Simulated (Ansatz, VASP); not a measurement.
Two plane-wave programs on Hf

```
CELL_PARAMETERS angstrom
5.23551 0.00000 0.00000
-2.61775 4.53408 0.00000
0.00000 0.00000 3.24697
ATOMIC_POSITIONS crystal
Hf 0.00000 0.00000 0.00000
Hf 0.33333 0.66667 0.50000
Hf 0.66667 0.33333 0.50000
```

Alike in both runs: task single point; functional RPBE; k mesh 8 × 8 × 11; occupations fermi-dirac, width 0.1 eV; no spin polarisation.

|  | VASP | Ansatz |
| --- | --- | --- |
| version | VASP 6.6.1 | Ansatz 0.2.0 |
| potentials or method | VASP PAW PBE potentials, release 64 (Hf_pv) | plane waves (420 eV) with PAW, scalar-relativistic |
| plane-wave cutoff (eV) | 520 | 420 |
| valence electrons in the cell | 30 | 78 |

|  | VASP | Ansatz | Ansatz less VASP |
| --- | --- | --- | --- |
| pressure (GPa) | -9.7 | -9.3 | +0.42 |
| largest component of the traceless stress (GPa) | 0.10 | 0.03 | -0.069 |

The two sets of potentials don't hold the same shells in valence.

Caveats: the PAW data sets were made with another functional, which shifts forces and pressure a little (VASP). The runs have no spin-orbit coupling, so splittings on Hf are missing.
